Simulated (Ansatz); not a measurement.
# HfO2: band structure with PBEsol

**What was measured.**

“Temperature dependence of self-trapped exciton luminescence in nanostructured hafnia powder”, 2021, arxiv:2112.02602 quotes, for a bulk crystal of HfO2: band gap 5.54 eV (indirect).

HfO2:

```
Hf O
1.0
     5.11800    0.00000    0.00000
     0.00000    5.18570    0.00000
    -0.85866    0.00000    5.21387
Hf O
4 8
Direct
  0.27550 0.46030 0.70800
  0.72450 0.96030 0.79200
  0.72450 0.53970 0.29200
  0.27550 0.03970 0.20800
  0.07420 0.16840 0.84670
  0.92580 0.66840 0.65330
  0.92580 0.83160 0.15330
  0.07420 0.33160 0.34670
  0.44870 0.74190 0.98010
  0.55130 0.24190 0.51990
  0.55130 0.25810 0.01990
  0.44870 0.75810 0.48010
```

* Program: Ansatz 0.2.0
* Task: band structure
* Functional: PBEsol
* Potentials or basis: Ansatz PAW
* Cutoff: 420 eV (not typed: the program's choice for these potentials)
* k mesh: 4 × 4 × 4
* Occupations: fermi-dirac, width 0.05 eV
* Spin: no spin polarisation
* Path: [["G", "Y", "H", "C", "E", "M1", "A", "X", "H1"], ["M", "D", "Z"], ["Y", "D"]]
* Points for each segment of the path: 10

* Pressure: -1.6 GPa
* Largest force: 0.447 eV/Å
* Band gap on the k mesh: 4.05 eV, indirect (least direct gap 4.14 eV)
* Band gap along the path: 4.05 eV, indirect (least direct gap 4.12 eV)

Forces in eV/Å, atoms in the order of the input:
```
Hf   0.197 -0.053  0.051
Hf  -0.197 -0.053 -0.051
Hf  -0.197  0.053 -0.051
Hf   0.197  0.053  0.051
O   -0.392 -0.193 -0.096
O    0.392 -0.193  0.096
O    0.392  0.193  0.096
O   -0.392  0.193 -0.096
O   -0.074  0.034 -0.076
O    0.074  0.034  0.076
O    0.074 -0.034  0.076
O   -0.074 -0.034 -0.076
```

Stress tensor (GPa, compression positive):
```
-1.64  0.00  0.03
 0.00 -2.23  0.00
 0.03  0.00 -0.97
```

Levels at the corners of the path, in eV from the valence-band top:
| point | band 72 | band 73 | band 74 | band 75 | band 76 | band 77 | band 78 | band 79 | band 80 | band 81 |
| --- | --- | --- | --- | --- | --- | --- | --- | --- | --- | --- |
| Γ | -1.01 | -0.50 | -0.48 | -0.14 | 0.00 | 4.47 | 5.06 | 5.24 | 5.46 | 5.63 |
| Y | -1.00 | -0.79 | -0.79 | -0.47 | -0.47 | 4.74 | 4.74 | 5.19 | 5.19 | 6.13 |
| H | -1.05 | -1.04 | -0.73 | -0.64 | -0.35 | 4.28 | 4.49 | 5.41 | 5.53 | 5.62 |
| C | -1.24 | -0.94 | -0.94 | -0.50 | -0.50 | 4.37 | 4.37 | 5.51 | 5.51 | 5.70 |
| E | -1.21 | -1.02 | -1.02 | -0.72 | -0.72 | 4.54 | 4.54 | 5.25 | 5.25 | 5.65 |
| M1 | -1.26 | -1.00 | -1.00 | -0.69 | -0.69 | 4.56 | 4.56 | 5.28 | 5.28 | 5.62 |
| A | -1.36 | -0.86 | -0.86 | -0.57 | -0.57 | 4.77 | 4.77 | 5.24 | 5.24 | 6.00 |
| X | -0.83 | -0.66 | -0.54 | -0.47 | -0.10 | 4.05 | 5.11 | 5.21 | 5.23 | 5.79 |
| H1 | -1.05 | -1.04 | -0.73 | -0.64 | -0.35 | 4.28 | 4.49 | 5.41 | 5.53 | 5.62 |
| M | -1.26 | -1.00 | -1.00 | -0.69 | -0.69 | 4.56 | 4.56 | 5.28 | 5.28 | 5.62 |
| D | -0.91 | -0.91 | -0.91 | -0.60 | -0.60 | 4.93 | 4.93 | 5.08 | 5.08 | 5.88 |
| Z | -1.06 | -0.79 | -0.79 | -0.41 | -0.41 | 5.04 | 5.04 | 5.54 | 5.54 | 5.90 |
| Y | -1.00 | -0.79 | -0.79 | -0.47 | -0.47 | 4.74 | 4.74 | 5.19 | 5.19 | 6.13 |
| D | -0.91 | -0.91 | -0.91 | -0.60 | -0.60 | 4.93 | 4.93 | 5.08 | 5.08 | 5.88 |

Run time: 30 s on 4 threads of Arm Neoverse V1, with other jobs on the host, peak memory 1.1 GiB.

Measured gap of HfO2: 5.54 eV (indirect; quoted in “Temperature dependence of self-trapped exciton luminescence in nanostructured hafnia powder”, 2021, arxiv:2112.02602). This calculation gives 4.05 eV (-1.49 eV). Spin-orbit coupling on Hf is left out. The value is that of PBEsol, without temperature or zero-point motion. Semilocal functionals fall short of measured gaps as a rule.

Caveat: the pressure holds a Pulay correction of +0.8 GPa for the finite cutoff; spin-orbit coupling is left out, which moves the levels of the heavy elements; the PAW data sets come from PBE, with cores solved anew for the run's functional, which leaves a small shift of forces and pressure.
